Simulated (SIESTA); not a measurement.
## Au in SIESTA: the effect of Hubbard term

Slab: Au, a slab with vacuum.

```xyz
5
Lattice="2.9000 0.0000 0.0000 -1.4500 2.5115 0.0000 0.0000 0.0000 24.7600" Properties=species:S:1:pos:R:3 pbc="T T T"
Au    1.4500    0.8372    7.5000
Au    0.0000    1.6743    9.9400
Au    1.4500    0.8372   12.3800
Au    0.0000    1.6743   14.8200
Au    1.4500    0.8372   17.2600
```

The slab is cut from a database's or a generator's crystal, which needn't be the stable form of the element.

Alike in all runs:

- Program: SIESTA 5.4.2
- Task: band structure
- Functional: PBE
- Potentials or basis: PseudoDojo 0.4 standard (PBE files)
- Basis: DZP (energy shift 0.003 Ry; two zetas on semicore shells)
- Grid cutoff: 800 Ry
- Energy shift: 0.003 Ry
- k mesh: 11 × 11 × 1
- Occupations: fermi-dirac, width 0.05 eV
- Spin: no spin polarisation
- dipole correction: yes
- Hubbard projector method: 1
- U from the first cycle: yes

```csv
Hubbard term,largest force (eV/Å),work function (eV)
none,0.15,5.13
Au d U = 2 eV,?,?
Au d U = 4 eV,0.15,5.02
Au d U = 6 eV,0.15,4.97
Au d U = 8 eV,0.17,4.92
```

What does the run with Hubbard term Au d U = 2 eV give?

Largest force 0.14 eV/Å; work function 5.07 eV.

Worked out: A parabola through the other rows of the largest force, of slope -0.000955 eV/Å per eV there, gives 0.15 eV/Å, against the run's 0.14. A straight line through the other rows of the work function, of slope -0.0263 eV per eV, gives 5.08 eV, against the run's 5.07.

Caveats: U without spin polarisation on a metal has little footing (some runs); the U is typed as a test and isn't derived for this compound (some runs).
